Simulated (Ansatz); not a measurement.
## Phase order of Cd (relativity switched off)

Structure types of Cd are relaxed in primitive cells with their symmetry kept at 0 GPa, first on PAW files, then by LAPW. The enthalpy is E + pV at zero temperature, without zero-point motion. Only the types listed were tried, and differences under about 5 meV/atom are mesh noise.

Level of theory: DFT with PBE, non-relativistic, in Ansatz 0.2.0; Fermi–Dirac smearing of 0.05 eV, no spin polarisation. LAPW: all electrons, basis error target 0.5 meV/atom.

k meshes: fcc 16×16×16, bcc 16×16×16, hcp 15×15×8, sc 14×14×14, diamond 12×12×12.

| start type | ends as | a, b, c (Å) | V (Å³/atom) | H − H(lowest), LAPW (meV/atom) |
| --- | --- | --- | --- | --- |
| fcc | fcc, Fm-3m | 4.568, 4.568, 4.568 | 23.83 | 10.0 |
| bcc | bcc, Im-3m | 3.647, 3.647, 3.647 | 24.24 | 57.3 |
| hcp | hcp, P6_3/mmc | 3.240, 3.240, 5.173 | 23.51 | 0.0 |
| sc | sc, Pm-3m | 3.052, 3.052, 3.052 | 28.44 | ? |
| diamond | diamond, Fd-3m | 6.814, 6.814, 6.814 | 39.55 | ? |

Task: What belongs in the row "diamond", column "H − H(lowest), LAPW (meV/atom)"?

Result: 461.3.

Task: Give the missing entry: row "sc", column "H − H(lowest), LAPW (meV/atom)".

Result: 208.3.
